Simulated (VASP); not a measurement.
# ZnS (F-43m) in VASP: settings compared, part 4 of 4

VASP 6.6.1. Earlier steps stand in the parts before.

### Step 6. Relaxation of cell and atoms, PBE+D3(BJ)

Input file INCAR:

```
SYSTEM = ZnS
PREC = Accurate
ENCUT = 600
EDIFF = 1E-6
ISMEAR = -1
SIGMA = 0.05
LREAL = .FALSE.
LASPH = .TRUE.
NELM = 80
ALGO = Normal
ISIF = 3
LWAVE = .FALSE.
LCHARG = .FALSE.
GGA = PE
IVDW = 12
IBRION = 2
NSW = 40
EDIFFG = -0.005
```

Input file KPOINTS:

```
Automatic mesh
0
G
  9 9 9
  0 0 0
```

Input file POSCAR:

```
ZnS
1.0
    0.0000000000      2.7020000000      2.7020000000
    2.7020000000      0.0000000000      2.7020000000
    2.7020000000      2.7020000000      0.0000000000
Zn S
1 1
Direct
    0.7500000000      0.7500000000      0.7500000000
    0.0000000000      0.0000000000      0.0000000000
```

Potentials or basis: VASP PAW PBE potentials, release 64 (Zn, S).

Run with:

```
cat potpaw_PBE.64/Zn/POTCAR potpaw_PBE.64/S/POTCAR > POTCAR
mpirun -np 1 vasp_std > vasp.out
```

OUTCAR:

```text
SYSTEM = ZnS
   PREC = Accurate
   ENCUT = 600
   EDIFF = 1E-6
   ISMEAR = -1
   LREAL = .FALSE.
   LASPH = .TRUE.
   NELM = 80
   ISIF = 3
   GGA = PE
   IVDW = 12
   IBRION = 2
   NSW = 40
   EDIFFG = -0.005
 IVDW          = 12

 ion  position               nearest neighbor table
   1  0.750  0.750  0.750-   2 2.34   2 2.34   2 2.34   2 2.34
   2  0.000  0.000  0.000-   1 2.34   1 2.34   1 2.34   1 2.34

  LATTYP: Found a face centered cubic cell.
 ALAT       =     5.4040000000

  Lattice vectors:

 A1 = (   0.0000000000,   2.7020000000,   2.7020000000)
 A2 = (   2.7020000000,   0.0000000000,   2.7020000000)
 A3 = (   2.7020000000,   2.7020000000,   0.0000000000)

Analysis of symmetry for initial positions (statically):
=====================================================================
 Subroutine PRICEL returns:
 Original cell was already a primitive cell.

 Routine SETGRP: Setting up the symmetry group for a
 face centered cubic supercell.

 Subroutine GETGRP returns: Found 24 space group operations
 (whereof 24 operations were pure point group operations)
 out of a pool of 48 trial point group operations.

The static configuration has the point symmetry T_d .

Analysis of symmetry for dynamics (positions and initial velocities):
=====================================================================
 Subroutine PRICEL returns:
 Original cell was already a primitive cell.

 Routine SETGRP: Setting up the symmetry group for a
 face centered cubic supercell.

 Subroutine GETGRP returns: Found 24 space group operations
 (whereof 24 operations were pure point group operations)
 out of a pool of 48 trial point group operations.

The dynamic configuration has the point symmetry T_d .

 Subroutine INISYM returns: Found 24 space group operations
 (whereof 24 operations are pure point group operations),
 and found     1 'primitive' translations

----------------------------------------------------------------------------------------

                                     Primitive cell

[... 105 lines left out ...]
   ISMEAR =    -1;   SIGMA  =   0.05  broadening in eV -4-tet -1-fermi 0-gaus
   EFERMI_NEDOS =   21; number of points for ismear=-14 and -15
   IALGO  =     38    algorithm
   IMIX   =      4    mixing-type and parameters
     AMIX     =   0.40;   BMIX     =  1.00
     AMIX_MAG =   1.60;   BMIX_MAG =  1.00
  volume/ion in A,a.u.               =      19.73       133.12
  Fermi-wavevector in a.u.,A,eV,Ry     =   1.260290  2.381602 21.610537  1.588330
  Thomas-Fermi vector in A             =   2.393807
   LORBIT       =      0    0 simple, 1 ext, 2 COOP (PROOUT), +10 PAW based schemes
   GGA     = PE    functional components
   LHFCALC =     F    Hartree Fock is set to
   AEXX    =    0.0000 exact exchange contribution
   IVDW    =    12    specifies the selected vdW correction
   LEPSILON=     F    determine dielectric tensor
   LRPA    =     F    only Hartree local field effects (RPA)
 conjugate gradient relaxation of ions
 non-spin polarized calculation
  energy-cutoff  :      600.00
  volume of cell :       39.45
 maximum number of plane-waves:      1363
   NGX = 15   NGY = 15   NGZ = 15

--------------------------------------- Ionic step        1  -------------------------------------------

 number of electron      17.9999998 magnetization

 Free energy of the ion-electron system (eV)
  ---------------------------------------------------
  ext. energy  EPLUGINS =         0.00000000
  ---------------------------------------------------
  free energy    TOTEN  =        -6.84726994 eV

  energy without entropy =       -6.84726994  energy(sigma->0) =       -6.84726994

------------------------ aborting loop because EDIFF is reached ----------------------------------------

 Edisp (eV)   -0.61638

 E8    (eV) :    -0.2424
[... 111 lines left out ...]
--------------------------------------- Ionic step        4  -------------------------------------------

 number of electron      17.9999992 magnetization

 Free energy of the ion-electron system (eV)
  ---------------------------------------------------
  ext. energy  EPLUGINS =         0.00000000
  ---------------------------------------------------
  free energy    TOTEN  =        -6.84000729 eV

  energy without entropy =       -6.84000729  energy(sigma->0) =       -6.84000729

 E-fermi :   3.2465     XC(G=0):  -9.6918

 val. band max:        2.2292248507   @ k =   0.0000   0.0000   0.0000
 cond. band min:       4.4019268470   @ k =   0.0000   0.0000   0.0000
 fundamental gap:      2.1727019964
 Fermi energy:         3.2465002522

 k-point     1 :       0.0000    0.0000    0.0000
  band No.  band energies     occupation
      1     -11.0028      2.00000
      2      -4.1629      2.00000
      3      -4.1629      2.00000
      4      -4.1629      2.00000
      5      -3.6490      2.00000
      6      -3.6490      2.00000
      7       2.2292      2.00000
      8       2.2292      2.00000
      9       2.2292      2.00000
     10       4.4019      0.00000
     11       8.6168      0.00000
     12       8.6168      0.00000
     13       8.6168      0.00000
[... 354 lines left out ...]
  band No.  band energies     occupation
      1      -9.7775      2.00000
      2      -4.2043      2.00000
      3      -3.8239      2.00000
      4      -3.8239      2.00000
      5      -3.5732      2.00000
      6      -3.4899      2.00000
      7      -2.2128      2.00000
      8       0.0199      2.00000
      9       0.0199      2.00000
     10       5.6678      0.00000
     11       6.3604      0.00000
     12      13.0411      0.00000
     13      13.8506      0.00000

 [... further k-points ...]

------------------------ aborting loop because EDIFF is reached ----------------------------------------

 Edisp (eV)   -0.62534

 E8    (eV) :    -0.2460
[... 25 lines left out ...]
  FREE ENERGIE OF THE ION-ELECTRON SYSTEM (eV)
  ---------------------------------------------------
  free  energy   TOTEN  =        -7.4653438084 eV

  energy  without entropy=       -7.4653438084  energy(sigma->0) =       -7.46534381

 reached required accuracy - stopping structural energy minimisation
```

OSZICAR:

```text
N       E                     dE             d eps       ncg     rms          rms(c)
DAV:   1     0.851934011232E+02    0.85193E+02   -0.95657E+03   910   0.180E+03
DAV:   2    -0.104594545775E+01   -0.86239E+02   -0.81649E+02   985   0.303E+02
DAV:   3    -0.719279310621E+01   -0.61468E+01   -0.61047E+01  1130   0.747E+01
[... 28 lines left out ...]
DAV:   1    -0.684007265856E+01   -0.46790E-03   -0.82461E-04  1075   0.687E-01    0.581E-02
DAV:   2    -0.684001695190E+01    0.55707E-04   -0.19704E-04  1085   0.450E-01    0.225E-02
DAV:   3    -0.684000985358E+01    0.70983E-05   -0.75938E-06   955   0.277E-02    0.103E-02
DAV:   4    -0.684000784783E+01    0.20058E-05   -0.73866E-07   470   0.152E-02    0.492E-03
DAV:   5    -0.684000728857E+01    0.55925E-06   -0.24719E-07   455   0.105E-02
   4 F= -.74653438E+01 E0= -.74653438E+01  d E =-.169652E-02
```

CONTCAR:

```text
ZnS
   1.00000000000000
     0.0000000000000000    2.6902339491102727    2.6902339491102727
     2.6902339491102727    0.0000000000000000    2.6902339491102727
     2.6902339491102727    2.6902339491102727    0.0000000000000000
  Zn              S
     1     1
Direct
     0.7500000000000000    0.7500000000000000    0.7500000000000000
     0.0000000000000000    0.0000000000000000    0.0000000000000000

  0.00000000E+00  0.00000000E+00  0.00000000E+00
  0.00000000E+00  0.00000000E+00  0.00000000E+00
```

Run time: 40 s. Hardware: 1 thread of Intel Xeon Platinum 8488C (Sapphire Rapids), shared host; peak memory 0.2 GiB.

Results:

- Free energy: -7.4653 eV
- Relaxed volume: 19.47 Å³/atom
- Relaxed cell: a = 3.805 Å, b = 3.805 Å, c = 3.805 Å, α = 60.00°, β = 60.00°, γ = 60.00°
- Space group after relaxing (to 0.05 Å): F-43m (No. 216)
- Energy gained by relaxing: 0.8 meV/atom
- Ionic steps: 4
- Pressure after relaxing: 0.0 GPa
- Band gap on the k mesh: 2.17 eV, direct
- Dispersion energy per atom: -0.313 eV

Step by step:
```tsv
step	energy change (eV)	largest force (eV/Å)	pressure (GPa)	volume (Å³)
1	0.0000	0.0000	-0.98	39.45
2	-0.0016	0.0000	0.31	38.77
3	-0.0017	0.0000	0.04	38.92
4	-0.0017	0.0000	-0.04	38.94
```

Final structure:
```yaml
crystal:
  lattice:
    - [0.00000, 2.69023, 2.69023]
    - [2.69023, 0.00000, 2.69023]
    - [2.69023, 2.69023, 0.00000]
  atoms:
    - { symbol: Zn, position: [0.75000, 0.75000, 0.75000] }
    - { symbol: S, position: [0.00000, 0.00000, 0.00000] }
```

### Step 7. The reference run

An earlier run on the cell as given: functional PBEsol; potentials or basis VASP PAW PBE potentials, release 64 (Zn, S); cutoff 520 eV; k mesh 9 × 9 × 9; occupations fermi-dirac, width 0.05 eV; no spin polarisation.

- Pressure: -1.8 GPa
- Band gap on the k mesh: 1.98 eV, direct

### Step 8. Overview

| task | level | cell | cutoff (eV) | smearing | ladder | gap on the mesh (eV) | pressure (GPa) | relaxed volume (Å³/atom) |
| --- | --- | --- | --- | --- | --- | --- | --- | --- |
| single point | PBE | as given | 520 | gaussian 0.028 eV | - | 2.11 | 1.8 | - |
| relaxation of cell and atoms | PBE+D3 | relaxed | 600 | fermi-dirac 0.05 eV | - | 2.16 | 0.0 | 19.50 |
| relaxation of cell and atoms | PBE+D3(BJ) | relaxed | 600 | fermi-dirac 0.05 eV | - | 2.17 | 0.0 | 19.47 |
| single point | PBEsol | as given | 520 | fermi-dirac 0.05 eV | free | 1.98 | -1.8 | - |

Alike in all rows: potentials or basis VASP PAW PBE potentials, release 64 (Zn, S); no spin polarisation; k mesh 9 × 9 × 9.

Caveats: the PAW data sets were made with another functional, which shifts forces and pressure a little (some runs).

Absolute energies hang on the potentials; compare differences alone.

### Step 9. Comparison with measurements

Step 4. Against the measured gap of ZnS, 3.85 eV (direct; 19 K; quoted in “Electronic, vibrational, and thermodynamic properties of ZnS (zincblende and rocksalt structure)”, 2009, arxiv:0911.5022), the calculated 2.11 eV is off by -1.74 eV. The value is that of PBE, without temperature or zero-point motion. Semilocal functionals fall short of measured gaps as a rule.
